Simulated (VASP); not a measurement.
# Si (P6/mmm) in VASP: settings compared, part 2 of 2

VASP 6.6.1. Earlier steps stand in the parts before.

## (3) Relaxation of cell and atoms, PBEsol

The input, INCAR:

```
  ALGO = Normal
  EDIFF = 1E-6
  EDIFFG = -0.02
  ENCUT = 600
  GGA = PS
  IBRION = 2
  ISIF = 3
  ISMEAR = -1
  LASPH = True
  LCHARG = False
  LREAL = False
  LWAVE = False
  NELM = 60
  NSW = 40
  PREC = Accurate
  SIGMA = 0.05
```

The input, KPOINTS:

```
k-points
0
Gamma
  12 12 11
```

The input, POSCAR:

```
Si
1.0
    2.6205428149      0.0000000000      0.0000000000
   -1.3102714075      2.2694566494      0.0000000000
    0.0000000000      0.0000000000      2.4663543900
Si
1
Direct
    0.0000000000      0.0000000000      0.0000000000
```

Potentials or basis: VASP PAW PBE potentials, release 64 (Si).

Run with:

```bash
$ cat potpaw_PBE.64/Si/POTCAR > POTCAR
$ mpirun -np 1 vasp_std > vasp.out
```

OUTCAR:

```text
EDIFF = 1E-6
   EDIFFG = -0.02
   ENCUT = 600
   GGA = PS
   IBRION = 2
   ISIF = 3
   ISMEAR = -1
   LASPH = True
   LREAL = False
   NELM = 60
   NSW = 40
   PREC = Accurate

 ion  position               nearest neighbor table
   1  0.000  0.000  0.000-

  LATTYP: Found a hexagonal cell.
 ALAT       =     2.6205428149
 C/A-ratio  =     0.9411616463

  Lattice vectors:

 A1 = (   2.6205428149,   0.0000000000,   0.0000000000)
 A2 = (  -1.3102714075,   2.2694566494,   0.0000000000)
 A3 = (   0.0000000000,   0.0000000000,   2.4663543900)

Analysis of symmetry for initial positions (statically):
=====================================================================
 Subroutine PRICEL returns:
 Original cell was already a primitive cell.

 Routine SETGRP: Setting up the symmetry group for a
 hexagonal supercell.

 Subroutine GETGRP returns: Found 24 space group operations
 (whereof 24 operations were pure point group operations)
 out of a pool of 24 trial point group operations.

The static configuration has the point symmetry D_6h.

Analysis of symmetry for dynamics (positions and initial velocities):
=====================================================================
 Subroutine PRICEL returns:
 Original cell was already a primitive cell.

 Routine SETGRP: Setting up the symmetry group for a
 hexagonal supercell.

 Subroutine GETGRP returns: Found 24 space group operations
 (whereof 24 operations were pure point group operations)
 out of a pool of 24 trial point group operations.

The dynamic configuration has the point symmetry D_6h.

 Subroutine INISYM returns: Found 24 space group operations
 (whereof 24 operations are pure point group operations),
 and found     1 'primitive' translations

----------------------------------------------------------------------------------------

[... 116 lines left out ...]
   LHFCALC =     F    Hartree Fock is set to
   AEXX    =    0.0000 exact exchange contribution
   IVDW    =     0    specifies the selected vdW correction
   LEPSILON=     F    determine dielectric tensor
   LRPA    =     F    only Hartree local field effects (RPA)
 conjugate gradient relaxation of ions
 non-spin polarized calculation
  energy-cutoff  :      600.00
  volume of cell :       14.67
 maximum number of plane-waves:       501
 NGX is ok and might be reduce to    24
   NGX = 11   NGY = 11   NGZ =  9

--------------------------------------- Ionic step        1  -------------------------------------------

 number of electron       4.0000000 magnetization

 Free energy of the ion-electron system (eV)
  ---------------------------------------------------
  ext. energy  EPLUGINS =         0.00000000
  ---------------------------------------------------
  free energy    TOTEN  =        -5.55643820 eV

  energy without entropy =       -5.55329504  energy(sigma->0) =       -5.55486662

------------------------ aborting loop because EDIFF is reached ----------------------------------------

  FORCE on cell =-STRESS in cart. coord.  units (eV):
  Direction    XX          YY          ZZ          XY          YZ          ZX
  --------------------------------------------------------------------------------------
  -------------------------------------------------------------------------------------
  Total       -0.0738980     -0.0738980      0.3421140      0.0000000      0.0000000      0.0000000
  in kB       -8.0718751     -8.0718751     37.3691133      0.0000000      0.0000000      0.0000000
  external PRESSURE =       7.0751210 kB  Pullay stress =       0.0000000 kB
[... 57 lines left out ...]
--------------------------------------- Ionic step        3  -------------------------------------------

 number of electron       4.0000000 magnetization

 Free energy of the ion-electron system (eV)
  ---------------------------------------------------
  ext. energy  EPLUGINS =         0.00000000
  ---------------------------------------------------
  free energy    TOTEN  =        -5.55834337 eV

  energy without entropy =       -5.55596257  energy(sigma->0) =       -5.55715297

 E-fermi :   9.5216     XC(G=0): -11.1089

 val. band max:        9.4626677627   @ k =   0.3333   0.2500   0.4545
 cond. band min:       9.6747714839   @ k =   0.4167   0.1667   0.0000
 fundamental gap:      0.2121037212
 Fermi energy:         9.5215865673

 k-point     1 :       0.0000    0.0000    0.0000
  band No.  band energies     occupation
      1      -4.5269      2.00000
      2      16.9653      0.00000
      3      17.1501      0.00000
      4      20.1068      0.00000
      5      20.1068      0.00000
      6      21.9430      0.00000
[... 199 lines left out ...]
 k-point    24 :       0.3333    0.0000    0.0909
  band No.  band energies     occupation
      1      -1.2319      2.00000
      2       7.7826      2.00000
      3      15.6735      0.00000
      4      15.8733      0.00000
      5      18.8500      0.00000
      6      25.4388      0.00000

 [... further k-points ...]
[... 5 lines left out ...]
  --------------------------------------------------------------------------------------
  -------------------------------------------------------------------------------------
  Total       -0.0104675     -0.0104675     -0.0071629      0.0000000     -0.0000000      0.0000000
  in kB       -1.1368971     -1.1368971     -0.7779841      0.0000000     -0.0000000      0.0000000
  external PRESSURE =      -1.0172595 kB  Pullay stress =       0.0000000 kB
[... 16 lines left out ...]
  FREE ENERGIE OF THE ION-ELECTRON SYSTEM (eV)
  ---------------------------------------------------
  free  energy   TOTEN  =        -5.5583433738 eV

  energy  without entropy=       -5.5559625718  energy(sigma->0) =       -5.55715297

 reached required accuracy - stopping structural energy minimisation
```

OSZICAR:

```text
N       E                     dE             d eps       ncg     rms          rms(c)
DAV:   1    -0.106808173839E+01   -0.10681E+01   -0.19086E+03  1446   0.576E+02
DAV:   2    -0.552723591417E+01   -0.44592E+01   -0.41148E+01  1908   0.470E+01
[... 17 lines left out ...]
       N       E                     dE             d eps       ncg     rms          rms(c)
DAV:   1    -0.555900006448E+01   -0.14478E-02   -0.30328E-02  1590   0.985E-01    0.117E-01
DAV:   2    -0.555853718337E+01    0.46288E-03   -0.87530E-04  1572   0.231E-01    0.624E-02
DAV:   3    -0.555834145927E+01    0.19572E-03   -0.56986E-04  1650   0.131E-01    0.537E-03
DAV:   4    -0.555834324797E+01   -0.17887E-05   -0.20571E-05  1476   0.408E-02    0.515E-03
DAV:   5    -0.555834337377E+01   -0.12580E-06   -0.13867E-07   858   0.287E-03
   3 F= -.55583434E+01 E0= -.55571530E+01  d E =-.190517E-02
```

Wall time 12 s (1 thread of AMD EPYC 9R45 (Zen 5), shared host); peak memory 0.1 GiB.

Results:

- Free energy: -5.5583 eV
- Relaxed volume: 14.75 Å³/atom
- Relaxed cell: a = 2.615 Å, b = 2.615 Å, c = 2.491 Å, α = 90.00°, β = 90.00°, γ = 120.00°
- Space group after relaxing (to 0.05 Å): P6/mmm (No. 191)
- Energy gained by relaxing: 1.9 meV/atom
- Ionic steps: 3
- Pressure after relaxing: -0.1 GPa
- Band gap on the k mesh: none (metal or under the smearing width)

Step by step:
| step | energy change (eV) | largest force (eV/Å) | pressure (GPa) | volume (Å³) |
| --- | --- | --- | --- | --- |
| 1 | 0.0000 | 0.0000 | 0.71 | 14.67 |
| 2 | -0.0011 | 0.0000 | -0.57 | 14.80 |
| 3 | -0.0019 | 0.0000 | -0.10 | 14.75 |

Final structure:
```
CELL_PARAMETERS angstrom
2.61484 0.00000 0.00000
-1.30742 2.26452 0.00000
0.00000 0.00000 2.49121
ATOMIC_POSITIONS crystal
Si 0.00000 0.00000 0.00000
```

Caveat: the PAW data sets were made with another functional, which shifts forces and pressure a little.

## (4) Relaxation of cell and atoms, RPBE

INCAR: that of step 3 with these lines changed.

```diff
@@ -4,3 +4,3 @@
   ENCUT = 600
-  GGA = PS
+  GGA = RP
   IBRION = 2
```

KPOINTS is that of step 3.

POSCAR is that of step 3.

Run with:

```bash
$ cat potpaw_PBE.64/Si/POTCAR > POTCAR
$ mpirun -np 1 vasp_std > vasp.out
```

It took 17 s on 1 thread of AMD EPYC 9R45 (Zen 5), shared host; peak memory 0.1 GiB.

It converged, with:

```
Free energy                            : -4.8308 eV
Relaxed volume                         : 15.18 Å³/atom
Relaxed cell                           : a = 2.641 Å, b = 2.641 Å, c = 2.513 Å, α = 90.00°, β = 90.00°, γ = 120.00°
Space group after relaxing (to 0.05 Å) : P6/mmm (No. 191)
Energy gained by relaxing              : 8.2 meV/atom
Ionic steps                            : 6
Pressure after relaxing                : 0.1 GPa
Band gap on the k mesh                 : none (metal or under the smearing width)
```

Stress tensor (GPa, compression positive):
```
0.04 0.00 0.00
0.00 0.04 0.00
0.00 0.00 0.13
```

The path:
| step | energy change (eV) | largest force (eV/Å) | pressure (GPa) | volume (Å³) |
| --- | --- | --- | --- | --- |
| 1 | 0.0000 | 0.0000 | 4.21 | 14.67 |
| 2 | -0.0053 | 0.0000 | -2.08 | 15.50 |
| 3 | -0.0082 | 0.0000 | 0.09 | 15.18 |
| 4 | -0.0082 | 0.0000 | 0.15 | 15.17 |
| 5 | -0.0082 | 0.0000 | 0.04 | 15.19 |
| 6 | -0.0082 | 0.0000 | 0.07 | 15.18 |

Final structure:
```xyz
1
Lattice="2.6415 0.0000 0.0000 -1.3207 2.2876 0.0000 0.0000 0.0000 2.5129" Properties=species:S:1:pos:R:3 pbc="T T T"
Si    0.0000    0.0000    2.5129
```

Levels at points of the mesh, in eV from the Fermi level:
```tsv
k point	band 1	band 2	band 3	band 4	band 5	band 6
(0.00, 0.00, 0.00)	-13.79	7.34	7.53	10.33	10.33	12.24
(0.50, 0.00, 0.00)	-7.40	-6.56	5.21	6.56	12.31	14.67
```

Caveat: the PAW data sets were made with another functional, which shifts forces and pressure a little.

## (5) The reference run

An earlier run on the cell as given: functional PBEsol; potentials or basis VASP PAW PBE potentials, release 64 (Si); cutoff 520 eV; k mesh 12 × 12 × 11; occupations fermi-dirac, width 0.05 eV; no spin polarisation.

- Pressure: 0.7 GPa
- Band gap on the k mesh: none (metal or under the smearing width)

## (6) The runs side by side

| task | level | cell | cutoff (eV) | ladder | gap on the mesh (eV) | pressure (GPa) | relaxed volume (Å³/atom) |
| --- | --- | --- | --- | --- | --- | --- | --- |
| relaxation of cell and atoms | PBE | relaxed | 600 | - | none | 0.1 | 15.03 |
| relaxation of cell and atoms | PBEsol | relaxed | 600 | - | none | -0.1 | 14.75 |
| relaxation of cell and atoms | RPBE | relaxed | 600 | - | none | 0.1 | 15.18 |
| single point | PBEsol | as given | 520 | free | none | 0.7 | - |

Alike in all rows: potentials or basis VASP PAW PBE potentials, release 64 (Si); no spin polarisation; k mesh 12 × 12 × 11; smearing fermi-dirac 0.05 eV.

Caveats: the PAW data sets were made with another functional, which shifts forces and pressure a little (some runs).

Total energies depend on the potentials used, so only differences within one code and one set of settings carry meaning.
